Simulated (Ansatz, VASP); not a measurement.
This is a calculation of TiB2 for VASP 6.6.1.

File INCAR:

```
SYSTEM = TiB2
PREC = Accurate ; ENCUT = 600
EDIFF = 1E-6 ; ISMEAR = -1
SIGMA = 0.05 ; LREAL = .FALSE.
LASPH = .TRUE. ; NELM = 80
ALGO = Normal ; ISIF = 3
LWAVE = .FALSE. ; LCHARG = .FALSE.
GGA = PS ; IBRION = 2
NSW = 60 ; EDIFFG = -0.01
```

Contents of KPOINTS:

```
Automatic mesh
0
G
  10 10 8
  0 0 0
```

POSCAR

```
TiB2
1.0
    3.0292000000      0.0000000000      0.0000000000
   -1.5146000000      2.6233641531      0.0000000000
    0.0000000000      0.0000000000      3.2284000000
Ti B
1 2
Direct
    0.0000000000      0.0000000000      0.0000000000
    0.6666666667      0.3333333333      0.5000000000
    0.3333333333      0.6666666667      0.5000000000
```

Potentials or basis: VASP PAW PBE potentials, release 64 (Ti_sv, B).

Run with:

```sh
$ cat potpaw_PBE.64/Ti_sv/POTCAR potpaw_PBE.64/B/POTCAR > POTCAR
$ mpirun -np 1 vasp_std > vasp.out
```

Task: Translate it to Ansatz 0.2.0. Potentials there: Ansatz PAW.

Result: As run (the cutoff follows the program's own potentials):

Contents of input.yaml:

```yaml
crystal:
  lattice:
    - [3.0292, 0.0, 0.0]
    - [-1.5146, 2.6233641531, 0.0]
    - [0.0, 0.0, 3.2284]
  atoms:
    - { symbol: Ti, position: [0.0, 0.0, 0.0] }
    - { symbol: B, position: [0.6666666667, 0.3333333333, 0.5] }
    - { symbol: B, position: [0.3333333333, 0.6666666667, 0.5] }
hamiltonian:
  xc: pbesol
  pseudopotentials: { kind: paw }
kpoints:
  mp_grid: { grid: [10, 10, 8] }
scf:
  occupations: { method: fermi_dirac, width: 0.05 }
output:
  forces: true
  stress: true
  eigenvalues: true
relax:
  f_tol: 0.01
  max_steps: 40
  cell: { stress_tol: 0.05 }
```

Potentials or basis: Ansatz PAW.

Command:

```sh
$ ansatz run input.yaml --threads 2 --pin off --max-ram 5632MiB --backend cpu --events-out ev --progress --plain --runs-dir out
```

Both were run:

|  | VASP | Ansatz | Ansatz less VASP |
| --- | --- | --- | --- |
| gap on the k mesh at the Fermi level, each at its own relaxed structure (eV) | none | none | - |
| relaxed volume (Å³/atom) | 8.39 | 8.38 | -0.009 |
| relaxed cell length with the largest relative difference (Å) | 3.018 | 3.017 | -0.0013 |
| energy change over the relaxation (meV/atom) | -3 | -3 | -0.3 |

A gap of «none» marks a metal or a gap that the smearing closes.

Caveats: the PAW data sets were made with another functional, which shifts forces and pressure a little (VASP); the plane-wave basis is chosen anew once the cell has moved, so the energies of steps on either side of that aren't comparable (Ansatz); the PAW data sets come from PBE, with cores solved anew for the run's functional, which leaves a small shift of forces and pressure (Ansatz).
